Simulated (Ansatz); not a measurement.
## Ideal shear of a crystal plane in SnO

The calculation used Ansatz, DFT PBEsol, scalar-relativistic, plane waves, PAW. The runs took a 420 eV cutoff, a Γ-centred 8×5×3 mesh and Gaussian smearing (0.05 eV). No spin polarisation. Energies are free energies at this smearing, counted from the undisturbed cell; pressure is positive in compression.

The starting cell (relaxed at this level; this form isn't the usual structure):

```yaml
crystal:
  lattice:
    - [-3.31561, 0.00000, 0.00000]
    - [0.00000, -5.70500, 0.00000]
    - [0.00000, 0.00000, 11.68249]
  atoms:
    - { symbol: Sn, position: [0.00000, 0.76621, 0.88369] }
    - { symbol: Sn, position: [0.00000, 0.76621, 0.21702] }
    - { symbol: Sn, position: [0.00000, 0.76621, 0.55036] }
    - { symbol: Sn, position: [0.50000, 0.23379, 0.71702] }
    - { symbol: Sn, position: [0.50000, 0.23379, 0.05036] }
    - { symbol: Sn, position: [0.50000, 0.23379, 0.38369] }
    - { symbol: O, position: [0.00000, 0.11464, 0.94958] }
    - { symbol: O, position: [0.00000, 0.11464, 0.28291] }
    - { symbol: O, position: [0.00000, 0.11464, 0.61624] }
    - { symbol: O, position: [0.50000, 0.88536, 0.78291] }
    - { symbol: O, position: [0.50000, 0.88536, 0.11624] }
    - { symbol: O, position: [0.50000, 0.88536, 0.44958] }
```

The cell holds layers and no dispersion correction was added, so their binding is poorly described.

The cut lies on the cell's a–b face, a (0 0 1) plane (indices in the standard cell, whose axes needn't be the Cartesian ones shown) of area 18.92 Å², between layers 1.18 Å apart. Vector c is tilted by f times 0·a + 1·b (length 5.705 Å) with the atoms' Cartesian places fixed: one unrelaxed fault a cell. The traction is dγ/du, the slope of γ against the slip u in Å.

```csv
f,γ (mJ/m²),traction (GPa)
0.0000,0,0.0
0.0833,497,19.8
0.1667,1653,25.9
0.2500,2733,18.3
0.3333,3381,9.9
0.4167,3778,6.8
0.5000,3927,-2.0
0.6667,2722,-18.1
0.8333,1230,-16.4
```

Problem. Read off the first barrier and the stress needed to climb it, and compare with Frenkel's sinusoid.

Solution. The traction changes sign between f = 0.417 and 0.500, so by linear interpolation the first maximum lies at f = 0.481, a slip of 2.74 Å, with γ ≈ 3933 mJ/m², which stands in for the unstable fault energy γ_us, and the steepest sampled slope before it is 25.9 GPa. A sinusoid γ = γ_us sin²(πu/λ) with its maximum there has λ = 5.49 Å and a largest slope πγ_us/λ = 22.5 GPa (1 mJ/m² per Å = 0.01 GPa).

Problem. Is there a metastable fault on this line?

Solution. Apart from points where γ returns to about zero, no local minimum shows among the samples, so at this sampling the line offers no fault for a dislocation to split on; a fault can still lie off the line.

The cut is rigid; relaxing the faces lowers these energies and usually the stresses.

The gap closes along the scan, which can put kinks into the curve.

Cost: 9 runs of about 16 core-minutes in all, on Intel Xeon Processor @ 2.50GHz (Skylake/Cascade Lake) (shared hosts).